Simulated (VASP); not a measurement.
# SiC (Fm-3m) in VASP: notebook

Runs on SiC. Level: r2SCAN. Tasks: relaxation of cell and atoms.

Everything below comes from runs of VASP 6.6.1. Logs are shortened: lines on timing, memory, paths and dates and some standing lists are left out, and cuts for length are marked.

## (1) The crystal as given

The structure is cubic, space group Fm-3m (No. 225). The conventional cell has a = 4.239 Å, b = 4.239 Å, c = 4.239 Å, α = 90.00°, β = 90.00°, γ = 90.00°. Si (site symmetry m-3m) is surrounded by 6 C at 2.12 Å. C (site symmetry m-3m) has 6 Si at 2.12 Å as nearest neighbours.

The cell was built by a generator and needn't be a form met in nature.

## (2) Relaxation of cell and atoms, r2SCAN

INCAR reads:

```
PREC = Accurate
ENCUT = 600
EDIFF = 1E-6
ISMEAR = 0
SIGMA = 0.03
LREAL = False
LASPH = True
NELM = 80
ALGO = Normal
ISIF = 3
LWAVE = False
LCHARG = False
METAGGA = R2SCAN
LMIXTAU = True
IBRION = 2
NSW = 90
EDIFFG = -0.01
```

KPOINTS reads:

```
regular mesh
0
Gamma
  12 12 12
```

POSCAR reads:

```
SiC
1.0
    0.0000000000      2.1192710500      2.1192710500
    2.1192710500      0.0000000000      2.1192710500
    2.1192710500      2.1192710500      0.0000000000
Si C
1 1
Direct
    0.0000000000      0.0000000000      0.0000000000
    0.5000000000      0.5000000000      0.5000000000
```

Potentials or basis: VASP PAW PBE potentials, release 64 (Si, C).

The run is started by

```sh
> cat potpaw_PBE.64/Si/POTCAR potpaw_PBE.64/C/POTCAR > POTCAR
> mpirun -np 1 vasp_std > vasp.out
```

OUTCAR:

```text
PREC = Accurate
   ENCUT = 600
   EDIFF = 1E-6
   ISMEAR = 0
   LREAL = False
   LASPH = True
   NELM = 80
   ISIF = 3
   METAGGA = R2SCAN
   IBRION = 2
   NSW = 90
   EDIFFG = -0.01

 ion  position               nearest neighbor table
   1  0.000  0.000  0.000-   2 2.12   2 2.12   2 2.12   2 2.12   2 2.12   2 2.12
   2  0.500  0.500  0.500-   1 2.12   1 2.12   1 2.12   1 2.12   1 2.12   1 2.12

  LATTYP: Found a face centered cubic cell.
 ALAT       =     4.2385421000

  Lattice vectors:

 A1 = (   0.0000000000,   2.1192710500,   2.1192710500)
 A2 = (   2.1192710500,   0.0000000000,   2.1192710500)
 A3 = (   2.1192710500,   2.1192710500,   0.0000000000)

Analysis of symmetry for initial positions (statically):
=====================================================================
 Subroutine PRICEL returns:
 Original cell was already a primitive cell.

 Routine SETGRP: Setting up the symmetry group for a
 face centered cubic supercell.

 Subroutine GETGRP returns: Found 48 space group operations
 (whereof 48 operations were pure point group operations)
 out of a pool of 48 trial point group operations.

The static configuration has the point symmetry O_h .

Analysis of symmetry for dynamics (positions and initial velocities):
=====================================================================
 Subroutine PRICEL returns:
 Original cell was already a primitive cell.

 Routine SETGRP: Setting up the symmetry group for a
 face centered cubic supercell.

 Subroutine GETGRP returns: Found 48 space group operations
 (whereof 48 operations were pure point group operations)
 out of a pool of 48 trial point group operations.

The dynamic configuration has the point symmetry O_h .

 Subroutine INISYM returns: Found 48 space group operations
 (whereof 48 operations are pure point group operations),
 and found     1 'primitive' translations

----------------------------------------------------------------------------------------

                                     Primitive cell

  volume of cell :      19.0366

  direct lattice vectors                    reciprocal lattice vectors
     0.000000000  2.119271050  2.119271050    -0.235930180  0.235930180  0.235930180
     2.119271050  0.000000000  2.119271050     0.235930180 -0.235930180  0.235930180
     2.119271050  2.119271050  0.000000000     0.235930180  0.235930180 -0.235930180

  length of vectors
     2.997101861  2.997101861  2.997101861     0.408643059  0.408643059  0.408643059

  position of ions in fractional coordinates (direct lattice)
     0.000000000  0.000000000  0.000000000
     0.500000000  0.500000000  0.500000000

  ion indices of the primitive-cell ions
   primitive index   ion index
                 1           1
                 2           2

----------------------------------------------------------------------------------------

 KPOINTS: regular mesh

Automatic generation of k-mesh.
 Grid dimensions read from file:
 generate k-points for:   12   12   12

 Generating k-lattice:

  Cartesian coordinates                     Fractional coordinates (reciprocal lattice)
    -0.019660848  0.019660848  0.019660848     0.083333333  0.000000000  0.000000000
     0.019660848 -0.019660848  0.019660848     0.000000000  0.083333333  0.000000000
     0.019660848  0.019660848 -0.019660848     0.000000000  0.000000000  0.083333333

  Length of vectors
     0.034053588  0.034053588  0.034053588

  Shift w.r.t. Gamma in fractional coordinates (k-lattice)
     0.000000000  0.000000000  0.000000000

 Subroutine IBZKPT returns following result:
 ===========================================

 Found     72 irreducible k-points:

 Following reciprocal coordinates:
            Coordinates               Weight
  0.000000  0.000000  0.000000      1.000000
  0.083333  0.000000  0.000000      8.000000
  0.166667  0.000000  0.000000      8.000000
  0.250000  0.000000  0.000000      8.000000
  0.333333  0.000000  0.000000      8.000000
  0.416667  0.000000  0.000000      8.000000
[... 16 lines left out ...]
  0.500000  0.166667  0.000000     24.000000
 -0.416667  0.166667  0.000000     24.000000
 [... further k-points ...]
   k-points           NKPTS =     72   k-points in BZ     NKDIM =     72   number of bands    NBANDS=      8
   number of dos      NEDOS =    301   number of ions     NIONS =      2
   total plane-waves  NPLWV =  13824
   dimension x,y,z NGX =    24 NGY =   24 NGZ =   24
   dimension x,y,z NGXF=    48 NGYF=   48 NGZF=   48
   ions per type =               1   1
   NGX,Y,Z   is equivalent  to a cutoff of  13.31, 13.31, 13.31 a.u.
   NGXF,Y,Z  is equivalent  to a cutoff of  26.63, 26.63, 26.63 a.u.
 SYSTEM =  unknown system
   PREC   = accura    normal or accurate (medium, high low for compatibility)
   ISTART =      0    job   : 0-new  1-cont  2-samecut
   ICHARG =      2    charge: 1-file 2-atom 10-const
   ISPIN  =      1    spin polarized calculation?
   LNONCOLLINEAR =      F non collinear calculations
   LSORBIT =      F    spin-orbit coupling
   LASPH  =      T    aspherical Exc in radial PAW
   ENCUT  =  600.0 eV  44.10 Ry    6.64 a.u.   5.99  5.99  5.99*2*pi/ulx,y,z
   NELM   =     80;   NELMIN=  2; NELMDL= -5     # of ELM steps
   EDIFF  = 0.1E-05   stopping-criterion for ELM
   LREAL  =      F    real-space projection
   EDIFFG = -.1E-01   stopping-criterion for IOM
   NSW    =     90    number of steps for IOM
   IBRION =      2    ionic relax: 0-MD 1-quasi-New 2-CG
   NFREE  =      1    steps in history (QN), initial steepest desc. (CG)
   ISIF   =      3    stress and relaxation
   ISYM   =      2    0-nonsym 1-usesym 2-fastsym
   POTIM  = 0.5000    time-step for ionic-motion
   TEBEG  =    0.0;   TEEND  =   0.0 temperature during run
   PSTRESS=    0.0 pullay stress
   NELECT =       8.0000    total number of electrons
   NUPDOWN=      -1.0000    fix difference up-down
   EMIN   =  10.00;   EMAX   =-10.00  energy-range for DOS
   EFERMI =   0.00;   METHOD = LEGACY
   ISMEAR =     0;   SIGMA  =   0.03  broadening in eV -4-tet -1-fermi 0-gaus
   EFERMI_NEDOS =   21; number of points for ismear=-14 and -15
   IALGO  =     38    algorithm
   IMIX   =      4    mixing-type and parameters
     AMIX     =   0.40;   BMIX     =  1.00
     AMIX_MAG =   1.60;   BMIX_MAG =  1.00
  volume/ion in A,a.u.               =       9.52        64.23
  Fermi-wavevector in a.u.,A,eV,Ry     =   1.226239  2.317255 20.458552  1.503661
  Thomas-Fermi vector in A             =   2.361247
   LORBIT       =      0    0 simple, 1 ext, 2 COOP (PROOUT), +10 PAW based schemes
   METAGGA = R2SCAN    functional components
   LHFCALC =     F    Hartree Fock is set to
   AEXX    =    0.0000 exact exchange contribution
   IVDW    =     0    specifies the selected vdW correction
   LEPSILON=     F    determine dielectric tensor
   LRPA    =     F    only Hartree local field effects (RPA)
 conjugate gradient relaxation of ions
 non-spin polarized calculation
 Gauss-broadening in eV      SIGMA  =   0.03
  energy-cutoff  :      600.00
  volume of cell :       19.04
 maximum number of plane-waves:       650
   NGX = 11   NGY = 11   NGZ = 11

--------------------------------------- Ionic step        1  -------------------------------------------

 number of electron       7.9999999 magnetization

 Free energy of the ion-electron system (eV)
  ---------------------------------------------------
  ext. energy  EPLUGINS =         0.00000000
  ---------------------------------------------------
  free energy    TOTEN  =       -17.38514513 eV

  energy without entropy =      -17.38496531  energy(sigma->0) =      -17.38505522

------------------------ aborting loop because EDIFF is reached ----------------------------------------

  FORCE on cell =-STRESS in cart. coord.  units (eV):
  Direction    XX          YY          ZZ          XY          YZ          ZX
  --------------------------------------------------------------------------------------
  -------------------------------------------------------------------------------------
  Total       -3.3714411     -3.3714411     -3.3714411     -0.0000000     -0.0000000      0.0000000
  in kB     -283.7505096   -283.7505096   -283.7505096     -0.0000000     -0.0000000      0.0000000
  external PRESSURE =    -283.7505096 kB  Pullay stress =       0.0000000 kB
[... 93 lines left out ...]
  energy  without entropy=      -17.6648263591  energy(sigma->0) =      -17.66490240

--------------------------------------- Ionic step        4  -------------------------------------------

 number of electron       8.0000000 magnetization

 Free energy of the ion-electron system (eV)
  ---------------------------------------------------
  ext. energy  EPLUGINS =         0.00000000
  ---------------------------------------------------
  free energy    TOTEN  =       -17.66504591 eV

  energy without entropy =      -17.66491197  energy(sigma->0) =      -17.66497894

 E-fermi :  12.7405     XC(G=0): -13.5163

 val. band max:       12.6989403425   @ k =   0.0000   0.0000   0.0000
 cond. band min:      12.7611235272   @ k =  -0.0833   0.0833   0.0000
 fundamental gap:      0.0621831847
 Fermi energy:        12.7404669196

 k-point     1 :       0.0000    0.0000    0.0000
  band No.  band energies     occupation
      1      -6.9619      2.00000
      2      12.6989      1.94974
      3      12.6989      1.94974
      4      12.6989      1.94972
      5      21.1662      0.00000
      6      22.0981      0.00000
      7      22.0981      0.00000
      8      22.0981      0.00000
[... 243 lines left out ...]
 k-point    24 :      -0.4167    0.1667    0.0000
  band No.  band energies     occupation
      1      -1.2304      2.00000
      2       1.3945      2.00000
      3       8.4210      2.00000
      4      10.6562      2.00000
      5      16.6944      0.00000
      6      20.1149      0.00000
      7      21.6901      0.00000
      8      26.6858      0.00000

 [... further k-points ...]
[... 5 lines left out ...]
  --------------------------------------------------------------------------------------
  -------------------------------------------------------------------------------------
  Total        0.0183100      0.0183100      0.0183100     -0.0000000     -0.0000000     -0.0000000
  in kB        1.8002055      1.8002055      1.8002055     -0.0000000     -0.0000000     -0.0000000
  external PRESSURE =       1.8002055 kB  Pullay stress =       0.0000000 kB
[... 17 lines left out ...]
  FREE ENERGIE OF THE ION-ELECTRON SYSTEM (eV)
  ---------------------------------------------------
  free  energy   TOTEN  =       -17.6650459115 eV

  energy  without entropy=      -17.6649119740  energy(sigma->0) =      -17.66497894

 reached required accuracy - stopping structural energy minimisation
```

Wall time 54 s (1 thread of Intel Xeon 6975P-C (Granite Rapids), shared host); peak memory 0.15 GiB.

What came out:

```
Free energy                            : -17.6650 eV
Relaxed volume                         : 8.15 Å³/atom
Relaxed cell                           : a = 2.846 Å, b = 2.846 Å, c = 2.846 Å, α = 60.00°, β = 60.00°, γ = 60.00°
Space group after relaxing (to 0.05 Å) : Fm-3m (No. 225)
Energy gained by relaxing              : 140.0 meV/atom
Ionic steps                            : 4
Pressure after relaxing                : 0.2 GPa
Band gap on the k mesh                 : none (metal or under the smearing width)
```

Step by step:
| step | energy change (eV) | largest force (eV/Å) | pressure (GPa) | volume (Å³) |
| --- | --- | --- | --- | --- |
| 1 | 0.0000 | 0.0000 | -28.38 | 19.04 |
| 2 | -0.1298 | 0.0000 | 33.84 | 14.76 |
| 3 | -0.2798 | 0.0000 | -0.60 | 16.35 |
| 4 | -0.2799 | 0.0000 | 0.18 | 16.30 |

Final structure:
```yaml
crystal:
  lattice:
    - [0.00000, 2.01225, 2.01225]
    - [2.01225, 0.00000, 2.01225]
    - [2.01225, 2.01225, 0.00000]
  atoms:
    - { symbol: Si, position: [0.00000, 0.00000, 0.00000] }
    - { symbol: C, position: [0.50000, 0.50000, 0.50000] }
```

Levels at points of the mesh, in eV from the Fermi level:
| k point | band 2 | band 3 | band 4 | band 5 | band 6 | band 7 |
| --- | --- | --- | --- | --- | --- | --- |
| (0.00, 0.00, 0.00) | -0.04 | -0.04 | -0.04 | 8.43 | 9.36 | 9.36 |
| (0.50, 0.00, 0.00) | -12.20 | -1.24 | -1.24 | 5.69 | 5.69 | 6.52 |
| (0.50, 0.50, 0.00) | -10.45 | -4.68 | -4.68 | -0.65 | 2.84 | 16.21 |

Caveat: the PAW data sets were made with another functional, which shifts forces and pressure a little.

## (3) Relaxation of cell and atoms, r2SCAN

This run uses another cell than the first one, of 8.15 Å³/atom, 0.856 times its volume.

INCAR: that of step 2 with these lines changed.

```diff
@@ -2,3 +2,3 @@
 ENCUT = 600
-EDIFF = 1E-6
+EDIFF = 1E-7
 ISMEAR = 0
@@ -16,2 +16,2 @@
 NSW = 90
-EDIFFG = -0.01
+EDIFFG = -0.005
```

KPOINTS is that of step 2.

POSCAR reads:

```
SiC                                     
1.0
   -0.0000000000      2.0122517714      2.0122517714
    2.0122517714     -0.0000000000      2.0122517714
    2.0122517714      2.0122517714     -0.0000000000
  Si              C             
     1     1
Direct
     1.0000000000000000    0.0000000000000000    1.0000000000000000
     0.5000000000000000    0.5000000000000000    0.5000000000000000
```

Potentials or basis: VASP PAW PBE potentials, release 64 (Si, C).

The run is started by

```sh
> cat potpaw_PBE.64/Si/POTCAR potpaw_PBE.64/C/POTCAR > POTCAR
> mpirun -np 1 vasp_std > vasp.out
```

It took 43 s on 1 thread of Intel Xeon 6975P-C (Granite Rapids), shared host; peak memory 0.14 GiB.

The run converged. Its results:

```yaml
Free_energy: -17.6603 eV
Relaxed_volume: 8.16 Å³/atom
Relaxed_cell: a = 2.847 Å, b = 2.847 Å, c = 2.847 Å, α = 60.00°, β = 60.00°, γ = 60.00°
Space_group_after_relaxing_to_0.05_Å: Fm-3m (No. 225)
Energy_gained_by_relaxing: 0.0 meV/atom
Ionic_steps: 3
Pressure_after_relaxing: 0.0 GPa
Band_gap_on_the_k_mesh: none (metal or under the smearing width)
```

Final structure:
```cif
data_structure
_symmetry_space_group_name_H-M 'P 1'
_symmetry_Int_Tables_number 1
_cell_length_a 2.8467
_cell_length_b 2.8467
_cell_length_c 2.8467
_cell_angle_alpha 60.000
_cell_angle_beta 60.000
_cell_angle_gamma 60.000
_cell_volume 16.31
loop_
_atom_site_label
_atom_site_type_symbol
_atom_site_fract_x
_atom_site_fract_y
_atom_site_fract_z
_atom_site_occupancy
Si1 Si 0.00000 0.00000 0.00000 1
C1 C 0.50000 0.50000 0.50000 1
```

Levels at points of the mesh, in eV from the Fermi level:
```csv
k point,band 1,band 2,band 3,band 4,band 5,band 6,band 7,band 8
"(0.00, 0.00, 0.00)",-19.69,-0.04,-0.04,-0.04,8.41,9.36,9.36,9.36
"(0.50, 0.00, 0.00)",-14.32,-12.18,-1.24,-1.24,5.69,5.69,6.52,10.74
"(0.50, 0.50, 0.00)",-12.44,-10.44,-4.67,-4.67,-0.65,2.85,16.20,16.20
```

Caveat: the PAW data sets were made with another functional, which shifts forces and pressure a little.
